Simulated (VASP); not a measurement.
# Pb: single point with BLYP

The system is Pb.

```
CELL_PARAMETERS angstrom
3.68292 0.00000 0.00000
-1.84146 3.18950 0.00000
0.00000 0.00000 11.84379
ATOMIC_POSITIONS crystal
Pb 0.00000 0.00000 0.00000
Pb 0.00000 0.00000 0.50000
Pb 0.33333 0.66667 0.25000
Pb 0.66667 0.33333 0.75000
```

The cell was built by a generator and needn't be a form met in nature.

```json
{
  "Program": "VASP 6.6.1",
  "Task": "single point",
  "Functional": "BLYP",
  "Potentials or basis": "VASP PAW PBE potentials, release 64 (Pb_d)",
  "Cutoff": "520 eV",
  "k mesh": "10 × 10 × 3",
  "Occupations": "fermi-dirac, width 0.1 eV",
  "Spin": "no spin polarisation"
}
```

```json
{
 "Pressure": "0.1 GPa",
 "Band gap on the k mesh": "none (metal or under the smearing width)"
}
```

Levels at points of the mesh, in eV from the Fermi level:
| k point | band 26 | band 27 | band 28 | band 29 | band 30 | band 31 |
| --- | --- | --- | --- | --- | --- | --- |
| (0.00, 0.00, 0.00) | 0.68 | 0.68 | 4.51 | 4.51 | 5.19 | 5.19 |
| (0.50, 0.00, 0.00) | -3.10 | -2.00 | -1.54 | 0.10 | 0.80 | 1.70 |

Run time: 2.2 min on 1 thread of Intel(R) Xeon(R) Platinum 8488C (Sapphire Rapids), with other jobs on the host, peak memory 0.29 GiB.

Caveat: the PAW data sets were made with another functional, which shifts forces and pressure a little. Spin-orbit coupling is left out, which matters for the levels of Pb.
